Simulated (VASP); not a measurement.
# Ga11P12 (a cell with a defect) in VASP: a series of runs, part 2 of 2

VASP 6.6.1.

## Step 3: Relaxation of the atoms, PBEsol, collinear spin, ferromagnetic start (atoms moved at random, drawn with an rms of 0.05 Å)

INCAR reads:

```
SYSTEM = Ga11P12
PREC     = Accurate       ! precision mode
ENCUT    = 350            ! plane-wave cutoff, eV
EDIFF    = 1E-5           ! SCF threshold, eV
ISMEAR   = 0              ! smearing method
SIGMA    = 0.03           ! smearing width, eV
LREAL    = Auto         
LASPH    = .TRUE.         ! aspherical terms in the spheres
NELM     = 120            ! most SCF steps
ALGO     = Normal         ! electronic algorithm
ISIF     = 2              ! what is computed and relaxed
LWAVE    = .FALSE.        ! write WAVECAR
LCHARG   = .FALSE.        ! write CHGCAR
ISPIN    = 2              ! spin polarisation
MAGMOM   = 0 0 0 0 0 0 0 0 0 0 0 0.75 0.75 0.75 0 0 0 0 0 0.75 0 0 0 ! initial moments
LORBIT   = 11             ! projections on sites
NUPDOWN  = 3              ! fixed moment
GGA      = PS             ! functional
IBRION   = 2              ! ionic algorithm
NSW      = 60             ! ionic steps
EDIFFG   = -0.03          ! ionic threshold
ISYM     = 0
```

KPOINTS reads:

```
Automatic mesh
0
G
  2 2 2
  0 0 0
```

POSCAR reads:

```
Ga11P12
1.0
    0.0000000000      8.1757500000      8.1757500000
    5.4505000000      0.0000000000      5.4505000000
    5.4505000000      5.4505000000      0.0000000000
Ga P
11 12
Direct
   -0.0020890000     -0.0058610000      0.5048160000
    0.0028830000      0.4926310000      0.0014510000
    0.0051770000      0.4883710000      0.5060640000
    0.3319860000      0.0006950000     -0.0067600000
    0.3355140000      0.0040860000      0.5016860000
    0.3356710000      0.4941770000     -0.0042310000
    0.3308220000      0.5003730000      0.5003570000
    0.6673880000      0.0028120000     -0.0027960000
    0.6639170000     -0.0013270000      0.5028090000
    0.6689130000      0.5048250000     -0.0069450000
    0.6643090000      0.5036200000      0.4996960000
    0.0860140000      0.1246950000      0.1296810000
    0.0813780000      0.1205320000      0.6237490000
    0.0865730000      0.6266390000      0.1214290000
    0.0915670000      0.6202520000      0.6238140000
    0.4158160000      0.1318510000      0.1189870000
    0.4161010000      0.1223280000      0.6305450000
    0.4125740000      0.6198100000      0.1346800000
    0.4214680000      0.6215200000      0.6228850000
    0.7470440000      0.1304280000      0.1265110000
    0.7510510000      0.1136490000      0.6281840000
    0.7543670000      0.6259510000      0.1199320000
    0.7466190000      0.6201440000      0.6261630000
```

Potentials or basis: VASP PAW PBE potentials, release 64 (Ga_d, P).

Started as:

```bash
$ cat potpaw_PBE.64/Ga_d/POTCAR potpaw_PBE.64/P/POTCAR > POTCAR
$ mpirun -np 1 vasp_std > vasp.out
```

It took 55 min on 1 thread of Intel Xeon 6975P-C (Granite Rapids), shared host; peak memory 0.75 GiB.

Results (log left out):

* Free energy: -110.3715 eV
* Energy gained by relaxing: 20.7 meV/atom
* Ionic steps: 12
* Pressure after relaxing: -2.1 GPa
* Largest force after relaxing: 0.024 eV/Å
* Net moment: 3.00 μB per cell
* Site moments: Ga +0.03, +0.02, +0.01; P +0.25, +0.23, +0.04, +0.09, +0.06, +0.26, +0.05 μB
* Valence electrons inside the program's atomic spheres: Ga 11.71, 11.70; P 2.46, 2.52, 2.51

Forces in eV/Å, atoms in the order of the input:
```
Ga   0.005 -0.002  0.015
Ga  -0.002 -0.007  0.006
Ga   0.005 -0.008  0.002
Ga  -0.010  0.012  0.011
Ga   0.001 -0.007  0.000
Ga   0.003  0.001 -0.010
Ga   0.001  0.002 -0.003
Ga   0.004 -0.008 -0.015
Ga  -0.009  0.005  0.003
Ga  -0.005  0.002  0.003
Ga   0.005  0.002  0.005
P    0.005  0.007  0.011
P    0.008 -0.006  0.002
P    0.004 -0.002 -0.012
P   -0.002 -0.007  0.005
P    0.011 -0.003 -0.007
P   -0.012  0.004  0.012
P   -0.013  0.002  0.003
P    0.013  0.001 -0.016
P   -0.022  0.001 -0.010
P    0.003  0.008  0.000
P    0.006 -0.001 -0.007
P    0.002  0.005  0.003
```

Stress tensor (GPa, compression positive):
```
-2.14  0.16  0.17
 0.16 -2.10 -0.04
 0.17 -0.04 -2.11
```

Step by step:
| step | energy change (eV) | largest force (eV/Å) | pressure (GPa) |
| --- | --- | --- | --- |
| 1 | 0.0000 | 1.1631 | -0.88 |
| 2 | -0.3288 | 0.3716 | -1.09 |
| 3 | -0.3487 | 0.3675 | -1.16 |
| 4 | -0.3843 | 0.3229 | -1.27 |
| 5 | -0.4084 | 0.2909 | -1.43 |
| 6 | -0.4413 | 0.2449 | -1.66 |
| 7 | -0.4585 | 0.2080 | -1.88 |
| 8 | -0.4720 | 0.0714 | -2.05 |
| 9 | -0.4730 | 0.0764 | -2.10 |
| 10 | -0.4749 | 0.0408 | -2.13 |
| 11 | -0.4750 | 0.0446 | -2.12 |
| 12 | -0.4758 | 0.0239 | -2.12 |

Final structure:
```cif
data_structure
_symmetry_space_group_name_H-M 'P 1'
_symmetry_Int_Tables_number 1
_cell_length_a 11.5623
_cell_length_b 7.7082
_cell_length_c 7.7082
_cell_angle_alpha 60.000
_cell_angle_beta 60.000
_cell_angle_gamma 60.000
_cell_volume 485.77
loop_
_atom_site_label
_atom_site_type_symbol
_atom_site_fract_x
_atom_site_fract_y
_atom_site_fract_z
_atom_site_occupancy
Ga1 Ga 0.00500 0.00055 0.49630 1
Ga2 Ga 0.00560 0.49268 0.00543 1
Ga3 Ga 0.00539 0.49153 0.49501 1
Ga4 Ga 0.32705 0.00225 0.00421 1
Ga5 Ga 0.32647 0.00278 0.50291 1
Ga6 Ga 0.32693 0.50195 0.00351 1
Ga7 Ga 0.33182 0.49932 0.50091 1
Ga8 Ga 0.67003 0.99993 0.00031 1
Ga9 Ga 0.66871 0.99958 0.49469 1
Ga10 Ga 0.66923 0.49444 0.00039 1
Ga11 Ga 0.66680 0.49878 0.49977 1
P1 P 0.07835 0.11817 0.12157 1
P2 P 0.07831 0.11755 0.64364 1
P3 P 0.07873 0.64167 0.12080 1
P4 P 0.08327 0.62211 0.62654 1
P5 P 0.41827 0.12375 0.12470 1
P6 P 0.41783 0.12196 0.62462 1
P7 P 0.41834 0.62283 0.12359 1
P8 P 0.41781 0.62427 0.62486 1
P9 P 0.76028 0.11947 0.11971 1
P10 P 0.75329 0.12143 0.62343 1
P11 P 0.75392 0.62278 0.12245 1
P12 P 0.75362 0.62243 0.62334 1
```

Caveat: the k mesh is coarse (spacing up to 0.50 Å⁻¹), so the values aren't converged; the cutoff is under 1.25 times the usual one of these potentials, so pressure, stress and relaxed cells hold a basis-set (Pulay) error; the PAW data sets were made with another functional, which shifts forces and pressure a little; the total moment is fixed, so each spin has its own Fermi level.

## Step 4: Single point, PBEsol, collinear spin, ferromagnetic start

INCAR: that of step 3 with these lines changed.

```diff
@@ -16,7 +16,4 @@
 LORBIT   = 11             ! projections on sites
-NUPDOWN  = 3              ! fixed moment
 GGA      = PS             ! functional
-IBRION   = 2              ! ionic algorithm
-NSW      = 60             ! ionic steps
-EDIFFG   = -0.03          ! ionic threshold
+NBANDS   = 122            ! bands
 ISYM     = 0
```

KPOINTS is that of step 3.

POSCAR reads:

```
Ga11P12                                 
1.0
    0.0000000000      8.1757500000      8.1757500000
    5.4505000000      0.0000000000      5.4505000000
    5.4505000000      5.4505000000      0.0000000000
  Ga              P             
    11    12
Direct
     0.0049962350521975    0.0005466635744302    0.4963027799103552
     0.0056005411156901    0.4926768988979908    0.0054275790709588
     0.0053935454476208    0.4915275704675995    0.4950138243511547
     0.3270529553863658    0.0022465274306589    0.0042123411517841
     0.3264729787555602    0.0027836739409821    0.5029080045789088
     0.3269296542634373    0.5019474655313507    0.0035053403915202
     0.3318157234781057    0.4993196712043473    0.5009116457294257
     0.6700324496920042    0.9999293716113237    0.0003095481196463
     0.6687080709160714    0.9995830436267876    0.4946940048447465
     0.6692302610150549    0.4944400013014857    0.0003911154173105
     0.6668010391312794    0.4987811081917342    0.4997693128437716
     0.0783517717097210    0.1181730452375841    0.1215734937677480
     0.0783134519720560    0.1175525982190853    0.6436436667772738
     0.0787290819266794    0.6416711717444653    0.1207962124974695
     0.0832741254740589    0.6221105858107598    0.6265445924252838
     0.4182688908587721    0.1237472933513714    0.1247049871362190
     0.4178340668552503    0.1219615968519396    0.6246164943535176
     0.4183438852853422    0.6228317919284964    0.1235895185330943
     0.4178055204152427    0.6242674666311819    0.6248587498912251
     0.7602831384806980    0.1194686160465825    0.1197137401872342
     0.7532912625269799    0.1214285438140595    0.6234266244828430
     0.7539163519343272    0.6227803618095663    0.1224525492594498
     0.7536179983074903    0.6224259327762173    0.6233408742790528
```

Started as:

```bash
$ cat potpaw_PBE.64/Ga_d/POTCAR potpaw_PBE.64/P/POTCAR > POTCAR
$ mpirun -np 1 vasp_std > vasp.out
```

It took 8.3 min on 1 thread of Intel Xeon 6975P-C (Granite Rapids), shared host; peak memory 0.71 GiB.

It converged, with:

```yaml
Free_energy: -110.7944 eV
Pressure: -2.5 GPa
Largest_force: 0.412 eV/Å
Band_gap_on_the_k_mesh: none (metal or under the smearing width)
Net_moment: 0.45 μB per cell
Site_moments: Ga +0.00, +0.01, -0.00; P +0.06, -0.00, +0.01, +0.00, +0.02 μB
Valence_electrons_inside_the_program's_atomic_spheres: Ga 11.71, 11.70, 11.72; P 2.45, 2.52, 2.50, 2.51, 2.47
```

Forces on the atoms (eV/Å):
```
Ga   0.029 -0.039 -0.325
Ga   0.017 -0.362 -0.025
Ga   0.405 -0.060 -0.043
Ga  -0.215  0.047  0.051
Ga  -0.033  0.171  0.017
Ga  -0.027  0.020  0.169
Ga  -0.088  0.112  0.108
Ga  -0.052  0.130  0.121
Ga  -0.127  0.074  0.108
Ga  -0.127  0.107  0.060
Ga  -0.086  0.138  0.142
P   -0.053  0.097  0.093
P   -0.103  0.044  0.123
P   -0.109  0.121  0.043
P    0.016 -0.017 -0.010
P    0.118 -0.148 -0.155
P    0.141 -0.078 -0.057
P    0.140 -0.067 -0.082
P    0.035 -0.121 -0.143
P   -0.004  0.024  0.018
P    0.064 -0.103 -0.035
P    0.068 -0.037 -0.119
P   -0.011 -0.054 -0.058
```

Stress tensor (GPa, compression positive):
```
-2.39  0.01  0.03
 0.01 -2.48 -0.09
 0.03 -0.09 -2.49
```

Levels at points of the mesh, in eV from the Fermi level:
Spin up:
```tsv
k point	band 97	band 98	band 99	band 100	band 101	band 102	band 103	band 104	band 105	band 106
(0.00, 0.00, 0.00)	-0.62	-0.49	-0.19	-0.17	0.43	0.43	0.46	1.84	1.85	1.97
(0.50, 0.00, 0.00)	-0.64	-0.55	-0.45	-0.05	-0.05	0.24	0.25	1.79	1.91	1.94
(0.00, 0.50, 0.00)	-1.15	-0.89	-0.80	-0.42	-0.37	0.04	0.13	2.35	2.39	2.46
(0.00, 0.00, 0.50)	-1.15	-0.89	-0.80	-0.42	-0.37	0.04	0.14	2.35	2.39	2.47
(0.50, 0.00, 0.50)	-1.09	-1.03	-1.02	-0.84	-0.56	-0.28	-0.03	2.59	2.65	2.75
(0.50, 0.50, 0.00)	-1.09	-1.03	-1.02	-0.84	-0.56	-0.28	-0.03	2.59	2.66	2.75
(0.00, 0.50, 0.50)	-1.15	-0.98	-0.97	-0.93	-0.34	-0.13	0.09	2.41	2.49	2.73
(0.50, 0.50, 0.50)	-1.10	-0.93	-0.79	-0.64	-0.53	-0.09	-0.05	2.57	2.70	2.95
```
Spin down:
```tsv
k point	band 98	band 99	band 100	band 101	band 102	band 103	band 104	band 105
(0.00, 0.00, 0.00)	-0.46	-0.13	-0.11	0.49	0.53	0.55	1.84	1.86
(0.50, 0.00, 0.00)	-0.52	-0.40	-0.04	-0.04	0.38	0.39	1.79	1.92
(0.00, 0.50, 0.00)	-0.86	-0.73	-0.41	-0.36	0.17	0.21	2.36	2.40
(0.00, 0.00, 0.50)	-0.85	-0.73	-0.41	-0.36	0.16	0.22	2.36	2.40
(0.50, 0.00, 0.50)	-1.01	-0.99	-0.83	-0.55	-0.20	0.11	2.60	2.66
(0.50, 0.50, 0.00)	-1.01	-0.99	-0.83	-0.54	-0.21	0.12	2.59	2.67
(0.00, 0.50, 0.50)	-0.95	-0.93	-0.89	-0.33	-0.05	0.22	2.42	2.50
(0.50, 0.50, 0.50)	-0.91	-0.78	-0.63	-0.52	0.01	0.07	2.58	2.71
```

Caveat: the k mesh is coarse (spacing up to 0.50 Å⁻¹), so the values aren't converged; the cutoff is under 1.25 times the usual one of these potentials, so pressure, stress and relaxed cells hold a basis-set (Pulay) error; the PAW data sets were made with another functional, which shifts forces and pressure a little.

## Step 5: Summary

```csv
task,fixed moment (μB),cell,gap on the mesh (eV),pressure (GPa),moment (μB),largest force (eV/Å)
relaxation of the atoms,-,atoms relaxed,none,-2.1,0.25,0.03
relaxation of the atoms,3,"atoms relaxed from: atoms moved at random, drawn with an rms of 0.05 Å",-,-2.1,3.00,0.02
single point,-,"P1, 21.12 Å³/atom",none,-2.5,0.45,0.41
```

Alike in all rows: level PBEsol; potentials or basis VASP PAW PBE potentials, release 64 (Ga_d, P); spin collinear, ferromagnetic start; k mesh 2 × 2 × 2; cutoff (eV) 350; smearing gaussian 0.03 eV; the mesh is coarse, so values aren't converged.

Caveats: all runs use coarse meshes; the cutoff is under 1.25 times the usual one of these potentials, so pressure, stress and relaxed cells hold a basis-set (Pulay) error; the PAW data sets were made with another functional, which shifts forces and pressure a little; the total moment is fixed, so each spin has its own Fermi level (some runs).

Total energies depend on the potentials used, so only differences within one code and one set of settings carry meaning.
